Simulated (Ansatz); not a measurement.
**Rhodium, fcc under LDA: testing the Gaussian smearing**

A convergence test of the Gaussian smearing width. The geometry was relaxed under LDA beforehand and stays fixed; 7 values are run, from 0.01 to 1.0 eV. Wanted are the values from which on the energy stays within 10 and 1 meV/atom, and the pressure within 0.5 GPa, of the narrowest run. Within the series other settings stay. Spin polarisation is left out.

Computed with Ansatz 0.2.0 (DFT LDA, plane waves with PAW, scalar-relativistic, unless a step says otherwise).

### 1 The starting structure

Symmetry: Fm-3m, No. 225, cubic system. The conventional cell has a = 3.755 Å, b = 3.755 Å, c = 3.755 Å, α = 90.00°, β = 90.00°, γ = 90.00°. Rh (site symmetry m-3m) is surrounded by 12 Rh at 2.66 Å.

Coordinates:

```
Rh
1.0
     0.00000    1.87762    1.87762
     1.87762    0.00000    1.87762
     1.87762    1.87762    0.00000
Rh
1
Direct
  0.00000 0.00000 0.00000
```

### 2 With a width of 0.01 eV

The run at 0.01 eV.

File input.yaml:

```yaml
crystal:
  lattice:
    - [0.0, 1.8776226225, 1.8776226225]
    - [1.8776226225, 0.0, 1.8776226225]
    - [1.8776226225, 1.8776226225, 0.0]
  atoms:
    - { symbol: Rh, position: [0.0, 0.0, 0.0] }
hamiltonian:
  xc: lda
  pseudopotentials:
    kind: paw
    azcp:
      Rh: "pseudopotentials/Rh.paw.azcp"
basis:
  ecutwfc: 420
  fft_grid_basis: typed
kpoints:
  mp_grid: { grid: [14, 14, 14], shift: [0, 0, 0] }
magnetization:
  spin_polarized: false
scf:
  occupations: { method: gaussian, width: 0.01 }
  lower_state_search: "off"
output:
  stress: true
```

Command:

```
> ansatz run input.yaml --threads 2 --pin off --max-ram 5120MiB --backend cpu --events-out ev --progress --plain --runs-dir out
```

Log, shortened:

```text
Warning: <dir> the record states the generating functional pbe (its physics header spells it `PBE`), which answers neither for hamiltonian.xc's functional nor for the lda family's — results may be inconsistent (PPs are generated against a specific XC)
Warning: RAYON_NUM_THREADS=2 ignored (pool sized by the plan → 2); use --threads N
[...]
Pseudopotentials: kind: paw
Pseudopotential: Rh, paw, valence charge 17, recommended cutoff 420 eV (normal), <dir>
Functional definition: SPW92
[...]
Crystal: 1 atoms, lattice volume = 13.239 Å³
Basis set: ecut = 420 eV, 259 PW (Γ)
Bands: 13, of which v1, the nominal top of the filled ones, is band 9 counted from 1 (8 counted from 0)
Symmetry: 48 space group operations
Space group: Fm-3m (ITA 225), of the structure as read, at distance tolerance 2.4e-5 Å
k-points: 104 of 2744
[...]
SCF iter   1: F=—  HF=-6278.649975 eV  |F-HF|=—  |Δ(HF+E_count)|=         —  Δρ=1.02e-2  dr2=6.88e-3  ethr=1.77e-3  ⟨swp⟩=5.3  Hψ=7628  notcnv=0
[...]
SCF iter   6: F=-6278.647978 eV  HF=-6278.647978 eV  |F-HF|=1.03e-10  |Δ(HF+E_count)|=   4.96e-9  Δρ=2.78e-6  dr2=2.35e-10  ethr=1.60e-10  ⟨swp⟩=2.0  Hψ=4284  notcnv=0
[...]
SCF converged after 6 iterations
Free energy (F): -6278.647978 eV
[...]
E sigma→0 (E₀):  -6278.647945 eV
Entropy (-TS):   -0.000066 eV (-0.066 meV/atom)
Fermi energy:    23.128525 eV
[...]
--- Stress (GPa, compression-positive) ---
       -0.424569      -0.000000      -0.000000
        0.000000      -0.424569       0.000000
       -0.000000      -0.000000      -0.424569
  P = ⅓ Tr σ = -0.4246 GPa (-4.246 kbar)
```

Wall time 0.75 s (2 threads of Intel Xeon Platinum 8259CL at 2.50GHz (Skylake/Cascade Lake), shared host); peak memory 0.33 GiB.

### 3 With a width of 0.03 eV

The run at 0.03 eV.

input.yaml: that of step 2 with these lines changed.

```diff
@@ -21,3 +21,3 @@
 scf:
-  occupations: { method: gaussian, width: 0.01 }
+  occupations: { method: gaussian, width: 0.03 }
   lower_state_search: "off"
```

Command:

```
> ansatz run input.yaml --threads 2 --pin off --max-ram 5120MiB --backend cpu --events-out ev --progress --plain --runs-dir out
```

Log, shortened:

```text
Warning: <dir> the record states the generating functional pbe (its physics header spells it `PBE`), which answers neither for hamiltonian.xc's functional nor for the lda family's — results may be inconsistent (PPs are generated against a specific XC)
Warning: RAYON_NUM_THREADS=2 ignored (pool sized by the plan → 2); use --threads N
[...]
[... 3 set-up lines as earlier in the session ...]
[...]
Crystal: 1 atoms, lattice volume = 13.239 Å³
Basis set: ecut = 420 eV, 259 PW (Γ)
Bands: 13, of which v1, the nominal top of the filled ones, is band 9 counted from 1 (8 counted from 0)
[... 2 set-up lines as earlier in the session ...]
k-points: 104 of 2744
[...]
SCF iter   1: F=—  HF=-6278.650354 eV  |F-HF|=—  |Δ(HF+E_count)|=         —  Δρ=1.04e-2  dr2=7.05e-3  ethr=1.77e-3  ⟨swp⟩=5.2  Hψ=7512  notcnv=0
[...]
SCF iter   6: F=-6278.648277 eV  HF=-6278.648277 eV  |F-HF|=1.06e-10  |Δ(HF+E_count)|=   2.06e-9  Δρ=2.90e-6  dr2=2.67e-10  ethr=1.48e-10  ⟨swp⟩=2.2  Hψ=4315  notcnv=0
[...]
SCF converged after 6 iterations
Free energy (F): -6278.648277 eV
[...]
E sigma→0 (E₀):  -6278.647924 eV
Entropy (-TS):   -0.000707 eV (-0.707 meV/atom)
Fermi energy:    23.130966 eV
[...]
--- Stress (GPa, compression-positive) ---
       -0.419942       0.000000       0.000000
        0.000000      -0.419942      -0.000000
       -0.000000       0.000000      -0.419942
  P = ⅓ Tr σ = -0.4199 GPa (-4.199 kbar)
```

Wall time 0.75 s (2 threads of Intel Xeon Platinum 8259CL at 2.50GHz (Skylake/Cascade Lake), shared host); peak memory 0.33 GiB.

### 4 With a width of 0.1 eV

The run at 0.1 eV.

input.yaml: that of step 3 with these lines changed.

```diff
@@ -21,3 +21,3 @@
 scf:
-  occupations: { method: gaussian, width: 0.03 }
+  occupations: { method: gaussian, width: 0.1 }
   lower_state_search: "off"
```

Command:

```
> ansatz run input.yaml --threads 2 --pin off --max-ram 5120MiB --backend cpu --events-out ev --progress --plain --runs-dir out
```

Log, shortened:

```text
Warning: <dir> the record states the generating functional pbe (its physics header spells it `PBE`), which answers neither for hamiltonian.xc's functional nor for the lda family's — results may be inconsistent (PPs are generated against a specific XC)
Warning: RAYON_NUM_THREADS=2 ignored (pool sized by the plan → 2); use --threads N
[...]
[... 3 set-up lines as earlier in the session ...]
[...]
Crystal: 1 atoms, lattice volume = 13.239 Å³
Basis set: ecut = 420 eV, 259 PW (Γ)
Bands: 13, of which v1, the nominal top of the filled ones, is band 9 counted from 1 (8 counted from 0)
[... 2 set-up lines as earlier in the session ...]
k-points: 104 of 2744
[...]
SCF iter   1: F=—  HF=-6278.653650 eV  |F-HF|=—  |Δ(HF+E_count)|=         —  Δρ=1.04e-2  dr2=7.24e-3  ethr=1.77e-3  ⟨swp⟩=4.8  Hψ=7367  notcnv=0
[...]
SCF iter   6: F=-6278.651497 eV  HF=-6278.651497 eV  |F-HF|=3.78e-10  |Δ(HF+E_count)|=   9.90e-9  Δρ=3.24e-6  dr2=6.26e-10  ethr=2.43e-10  ⟨swp⟩=2.2  Hψ=4234  notcnv=0
[...]
SCF converged after 6 iterations
Free energy (F): -6278.651497 eV
[...]
E sigma→0 (E₀):  -6278.648342 eV
Entropy (-TS):   -0.006309 eV (-6.309 meV/atom)
Fermi energy:    23.148237 eV
[...]
--- Stress (GPa, compression-positive) ---
       -0.369017      -0.000000      -0.000000
        0.000000      -0.369017      -0.000000
       -0.000000       0.000000      -0.369017
  P = ⅓ Tr σ = -0.3690 GPa (-3.690 kbar)
```

It took 0.76 s on 2 threads of Intel Xeon Platinum 8259CL at 2.50GHz (Skylake/Cascade Lake), shared host; peak memory 0.33 GiB.

### 5 With a width of 0.2 eV

The run at 0.2 eV.

input.yaml: that of step 4 with these lines changed.

```diff
@@ -21,3 +21,3 @@
 scf:
-  occupations: { method: gaussian, width: 0.1 }
+  occupations: { method: gaussian, width: 0.2 }
   lower_state_search: "off"
```

Command:

```
> ansatz run input.yaml --threads 2 --pin off --max-ram 5120MiB --backend cpu --events-out ev --progress --plain --runs-dir out
```

Log, shortened:

```text
Warning: <dir> the record states the generating functional pbe (its physics header spells it `PBE`), which answers neither for hamiltonian.xc's functional nor for the lda family's — results may be inconsistent (PPs are generated against a specific XC)
Warning: RAYON_NUM_THREADS=2 ignored (pool sized by the plan → 2); use --threads N
[...]
[... 3 set-up lines as earlier in the session ...]
[...]
Crystal: 1 atoms, lattice volume = 13.239 Å³
Basis set: ecut = 420 eV, 259 PW (Γ)
Bands: 13, of which v1, the nominal top of the filled ones, is band 9 counted from 1 (8 counted from 0)
[... 2 set-up lines as earlier in the session ...]
k-points: 104 of 2744
[...]
SCF iter   1: F=—  HF=-6278.662127 eV  |F-HF|=—  |Δ(HF+E_count)|=         —  Δρ=1.02e-2  dr2=7.24e-3  ethr=1.77e-3  ⟨swp⟩=4.6  Hψ=7137  notcnv=0
[...]
SCF iter   6: F=-6278.660021 eV  HF=-6278.660021 eV  |F-HF|=2.02e-10  |Δ(HF+E_count)|=   8.50e-9  Δρ=2.54e-6  dr2=3.54e-10  ethr=1.99e-10  ⟨swp⟩=2.0  Hψ=4320  notcnv=0
[...]
SCF converged after 6 iterations
Free energy (F): -6278.660021 eV
[...]
E sigma→0 (E₀):  -6278.648790 eV
Entropy (-TS):   -0.022464 eV (-22.464 meV/atom)
Fermi energy:    23.169975 eV
[...]
--- Stress (GPa, compression-positive) ---
       -0.210910       0.000000      -0.000000
        0.000000      -0.210910       0.000000
        0.000000       0.000000      -0.210910
  P = ⅓ Tr σ = -0.2109 GPa (-2.109 kbar)
```

Wall time 0.87 s (2 threads of Intel Xeon Platinum 8259CL at 2.50GHz (Skylake/Cascade Lake), shared host); peak memory 0.33 GiB.

### 6 With a width of 0.3 eV

The run at 0.3 eV.

input.yaml: that of step 5 with these lines changed.

```diff
@@ -21,3 +21,3 @@
 scf:
-  occupations: { method: gaussian, width: 0.2 }
+  occupations: { method: gaussian, width: 0.3 }
   lower_state_search: "off"
```

Command:

```
> ansatz run input.yaml --threads 2 --pin off --max-ram 5120MiB --backend cpu --events-out ev --progress --plain --runs-dir out
```

Log, shortened:

```text
Warning: <dir> the record states the generating functional pbe (its physics header spells it `PBE`), which answers neither for hamiltonian.xc's functional nor for the lda family's — results may be inconsistent (PPs are generated against a specific XC)
Warning: RAYON_NUM_THREADS=2 ignored (pool sized by the plan → 2); use --threads N
[...]
[... 3 set-up lines as earlier in the session ...]
[...]
Crystal: 1 atoms, lattice volume = 13.239 Å³
Basis set: ecut = 420 eV, 259 PW (Γ)
Bands: 13, of which v1, the nominal top of the filled ones, is band 9 counted from 1 (8 counted from 0)
[... 2 set-up lines as earlier in the session ...]
k-points: 104 of 2744
[...]
SCF iter   1: F=—  HF=-6278.676817 eV  |F-HF|=—  |Δ(HF+E_count)|=         —  Δρ=1.03e-2  dr2=7.15e-3  ethr=1.77e-3  ⟨swp⟩=4.2  Hψ=6840  notcnv=0
[...]
SCF iter   6: F=-6278.674771 eV  HF=-6278.674771 eV  |F-HF|=1.21e-10  |Δ(HF+E_count)|=   5.67e-9  Δρ=2.19e-6  dr2=2.53e-10  ethr=1.74e-10  ⟨swp⟩=2.3  Hψ=4394  notcnv=0
[...]
SCF converged after 6 iterations
Free energy (F): -6278.674771 eV
[...]
E sigma→0 (E₀):  -6278.647103 eV
Entropy (-TS):   -0.055336 eV (-55.336 meV/atom)
Fermi energy:    23.174688 eV
[...]
--- Stress (GPa, compression-positive) ---
        0.158616      -0.000000      -0.000000
       -0.000000       0.158616      -0.000000
       -0.000000      -0.000000       0.158616
  P = ⅓ Tr σ = 0.1586 GPa (1.586 kbar)
```

Wall time 0.78 s (2 threads of Intel Xeon Platinum 8259CL at 2.50GHz (Skylake/Cascade Lake), shared host); peak memory 0.33 GiB.

### 7 With a width of 0.6 eV

The run at 0.6 eV.

input.yaml: that of step 6 with these lines changed.

```diff
@@ -21,3 +21,3 @@
 scf:
-  occupations: { method: gaussian, width: 0.3 }
+  occupations: { method: gaussian, width: 0.6 }
   lower_state_search: "off"
```

Command:

```
> ansatz run input.yaml --threads 2 --pin off --max-ram 5120MiB --backend cpu --events-out ev --progress --plain --runs-dir out
```

Log, shortened:

```text
Warning: <dir> the record states the generating functional pbe (its physics header spells it `PBE`), which answers neither for hamiltonian.xc's functional nor for the lda family's — results may be inconsistent (PPs are generated against a specific XC)
Warning: RAYON_NUM_THREADS=2 ignored (pool sized by the plan → 2); use --threads N
[...]
[... 3 set-up lines as earlier in the session ...]
[...]
Crystal: 1 atoms, lattice volume = 13.239 Å³
Basis set: ecut = 420 eV, 259 PW (Γ)
Bands: 13, of which v1, the nominal top of the filled ones, is band 9 counted from 1 (8 counted from 0)
[... 2 set-up lines as earlier in the session ...]
k-points: 104 of 2744
[...]
SCF iter   1: F=—  HF=-6278.764229 eV  |F-HF|=—  |Δ(HF+E_count)|=         —  Δρ=1.10e-2  dr2=6.24e-3  ethr=1.77e-3  ⟨swp⟩=4.2  Hψ=6619  notcnv=0
[...]
SCF iter   6: F=-6278.762422 eV  HF=-6278.762422 eV  |F-HF|=2.36e-11  |Δ(HF+E_count)|=   6.62e-9  Δρ=3.68e-6  dr2=2.99e-10  ethr=3.55e-10  ⟨swp⟩=2.7  Hψ=4813  notcnv=0
[...]
SCF converged after 6 iterations
Free energy (F): -6278.762422 eV
[...]
E sigma→0 (E₀):  -6278.644377 eV
Entropy (-TS):   -0.236090 eV (-236.090 meV/atom)
Fermi energy:    23.153203 eV
[...]
--- Stress (GPa, compression-positive) ---
        2.073434       0.000000       0.000000
        0.000000       2.073434      -0.000000
        0.000000       0.000000       2.073434
  P = ⅓ Tr σ = 2.0734 GPa (20.734 kbar)
```

It took 0.78 s on 2 threads of Intel Xeon Platinum 8259CL at 2.50GHz (Skylake/Cascade Lake), shared host; peak memory 0.33 GiB.

### 8 With a width of 1.0 eV

The run at 1.0 eV.

input.yaml: that of step 7 with these lines changed.

```diff
@@ -21,3 +21,3 @@
 scf:
-  occupations: { method: gaussian, width: 0.6 }
+  occupations: { method: gaussian, width: 1.0 }
   lower_state_search: "off"
```

Command:

```
> ansatz run input.yaml --threads 2 --pin off --max-ram 5120MiB --backend cpu --events-out ev --progress --plain --runs-dir out
```

Log, shortened:

```text
Warning: <dir> the record states the generating functional pbe (its physics header spells it `PBE`), which answers neither for hamiltonian.xc's functional nor for the lda family's — results may be inconsistent (PPs are generated against a specific XC)
Warning: RAYON_NUM_THREADS=2 ignored (pool sized by the plan → 2); use --threads N
band count auto-derived: 14 (N_el = 17.0; filled up to band 9; 13 by the electrons, moments and atoms)
[...]
[... 3 set-up lines as earlier in the session ...]
[...]
Crystal: 1 atoms, lattice volume = 13.239 Å³
Basis set: ecut = 420 eV, 259 PW (Γ)
Bands: 14, of which v1, the nominal top of the filled ones, is band 9 counted from 1 (8 counted from 0)
[... 2 set-up lines as earlier in the session ...]
k-points: 104 of 2744
[...]
SCF iter   1: F=—  HF=-6278.969305 eV  |F-HF|=—  |Δ(HF+E_count)|=         —  Δρ=1.42e-2  dr2=5.60e-3  ethr=1.77e-3  ⟨swp⟩=4.4  Hψ=6941  notcnv=0
[...]
SCF iter   6: F=-6278.967570 eV  HF=-6278.967570 eV  |F-HF|=5.29e-10  |Δ(HF+E_count)|=   5.34e-9  Δρ=3.60e-6  dr2=9.47e-10  ethr=1.50e-10  ⟨swp⟩=2.1  Hψ=4349  notcnv=0
[...]
SCF converged after 6 iterations
Free energy (F): -6278.967570 eV
[...]
E sigma→0 (E₀):  -6278.655641 eV
Entropy (-TS):   -0.623858 eV (-623.858 meV/atom)
Fermi energy:    23.158323 eV
[...]
--- Stress (GPa, compression-positive) ---
        5.779374       0.000000       0.000000
        0.000000       5.779374       0.000000
        0.000000       0.000000       5.779374
  P = ⅓ Tr σ = 5.7794 GPa (57.794 kbar)
```

Wall time 0.77 s (2 threads of Intel Xeon Platinum 8259CL at 2.50GHz (Skylake/Cascade Lake), shared host); peak memory 0.33 GiB.

### 9 The series

Energies count from the run at 0.01 eV.

```tsv
smearing (eV)	F (meV/atom)	E(σ → 0) (meV/atom)	P (GPa)	SCF cycles	CPU time
0.01	0.00	0.00	-0.42	6	1.2 s
0.03	-0.30	0.02	-0.42	6	1.2 s
0.1	-3.52	-0.40	-0.37	6	1.2 s
0.2	-12.04	-0.85	-0.21	6	1.4 s
0.3	-26.79	0.84	0.16	6	1.2 s
0.6	-114.44	3.57	2.07	6	1.2 s
1.0	-319.59	-7.70	5.78	6	1.2 s
```

### 10 Summary of results

| quantity | value |
| --- | --- |
| E(σ → 0) stays within 10 meV/atom of 0.01 eV | up to 1.0 eV |
| E(σ → 0) stays within 1 meV/atom | up to 0.3 eV |
| pressure stays within 0.5 GPa | up to 0.2 eV |
| pressure at 0.01 eV | -0.42 GPa |
| energy of a separate run on a finer mesh (24×24×24) | -1.1 meV/atom from 0.01 eV |

The far end, 1.0 eV, lies -7.7 meV/atom and +6.2 GPa from the yardstick. The free energy F moves by -319.6 meV/atom over the range, and the estimate for σ → 0 by -7.7. With this scheme F falls about as the square of the width. The mesh (14×14×14) is fixed, so the narrowest widths carry a k-point error of their own. The yardstick itself is unsettled by 1.1 meV/atom against the finer mesh, so the thresholds above hold only within this series, and wider smearing, which averages over more states, can land nearer the fine-mesh value than the narrowest does. The cell taken over is 4 % smaller than the measured one (13.75 Å³/atom, COD).
